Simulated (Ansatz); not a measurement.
GaP

**The experiment.** The Crystallography Open Database holds a cell as deposited of cubic GaP (space group F-43m), temperature not stated (1963): a = 5.450 Å, 20.24 Å³/atom.

“Phosphorous dimerization in GaP at high pressure”, 2017, arxiv:1709.06667 reports, for a bulk crystal of GaP: bulk modulus 87.5 ± 0.6 GPa.

Method: PBEsol, scalar-relativistic; no spin polarisation; PAW, 420 eV, 10×10×10 k-mesh, Gaussian smearing of 0.05 eV; code Ansatz. The datasets are Ansatz's generated set soft_2.

```cif
data_structure
_symmetry_space_group_name_H-M 'F-43m'
_symmetry_Int_Tables_number 216
_cell_length_a 5.4385
_cell_length_b 5.4385
_cell_length_c 5.4385
_cell_angle_alpha 90.000
_cell_angle_beta 90.000
_cell_angle_gamma 90.000
_cell_volume 160.85
loop_
_atom_site_label
_atom_site_type_symbol
_atom_site_symmetry_multiplicity
_atom_site_Wyckoff_symbol
_atom_site_fract_x
_atom_site_fract_y
_atom_site_fract_z
_atom_site_occupancy
Ga1 Ga 4 a 0.00000 0.00000 0.00000 1
P1 P 4 c 0.25000 0.25000 0.25000 1
```

The chain of runs began from a cell as deposited in COD, expanded in volume.

The cell above was scaled in volume, its shape and atoms being fixed by the lattice's symmetry. Energies are counted from the cell above.

Cell and atoms are those of this level's equilibrium.

| V (Å³/atom) | ΔE (meV/atom) | P from the stress (GPa) |
| --- | --- | --- |
| 19.303 | 9.18 | 3.80 |
| 19.705 | 2.20 | 1.80 |
| 20.107 | 0.00 | 0.00 |
| 20.509 | 2.05 | -1.61 |
| 20.911 | 7.93 | -3.05 |

Q: Do the energies and the pressures agree? Compare −ΔE/ΔV between neighbouring points (1 meV/Å³ = 0.1602 GPa) with the mean of their pressures.

A: 
| interval (Å³/atom) | −ΔE/ΔV (GPa) | mean P (GPa) |
| --- | --- | --- |
| 19.30 to 19.70 | 2.8 | 2.8 |
| 19.70 to 20.11 | 0.9 | 0.9 |
| 20.11 to 20.51 | -0.8 | -0.8 |
| 20.51 to 20.91 | -2.3 | -2.3 |
They differ by 0.02 GPa at most.

Q: What do the two routes give for V0, B0 and B0′?

A: A third-order Birch–Murnaghan fit of the energies: V0 = 20.11 Å³/atom, B0 = 85 GPa, B0′ = 4.5. A polynomial of P in ln V, with B = −dP/d ln V at P = 0: V0 = 20.11 Å³/atom, B0 = 85 GPa, B0′ = 4.5.

B0·V0 = 84.9 GPa × 20.11 Å³ = 10.66 eV/atom sets the scale: near the minimum ΔE ≈ ½ B0 V0 x², with x = V/V0 − 1, and a pressure of 0.8 GPa squeezes the volume by about 1 %. At the ends of the curve: x = −4.0 % predicts 8.5 meV/atom and the run gives 9.2; x = +4.0 % predicts 8.5 meV/atom and the run gives 7.9. Compression costs more and expansion less than the parabola says, since the crystal stiffens as it shrinks; B0′ measures that.

**Comparison.** The computed cell (5.438 Å, 20.11 Å³/atom) differs from the database's by −0.7 % in volume, about −0.2 % in length. PBEsol was built to cure PBE's overestimate of volumes, and the static lattice lacks thermal expansion. Measured bulk modulus of GaP: 87.5 GPa (“Phosphorous dimerization in GaP at high pressure”, 2017, arxiv:1709.06667). This calculation gives 85 GPa (-3.0 %).

The energy curve and the stresses describe the same equation of state, so the slightly low bulk modulus is unlikely to come from the fit or from an incomplete basis. Its resistance to compression comes from the directional sp³ bonds between Ga and P, which are covalent with some ionic character. In zincblende, a uniform volume change leaves the bond angles fixed, so the modulus measures bond stretching alone. Shortening the bonds raises the Pauli repulsion steeply, while lengthening them weakens the restoring force, hence the lopsided curve.

The computed crystal is both slightly denser and slightly softer than the measured one, whereas a denser lattice of the same compound is normally stiffer. Lattice vibrations would usually lower the modulus further, so they don't explain the shortfall. It probably reflects the functional's description of the bond's curvature, or the way the experimental modulus was extracted from compression data. The curve follows only the zincblende phase and so can't say at what pressure a denser structure takes over.
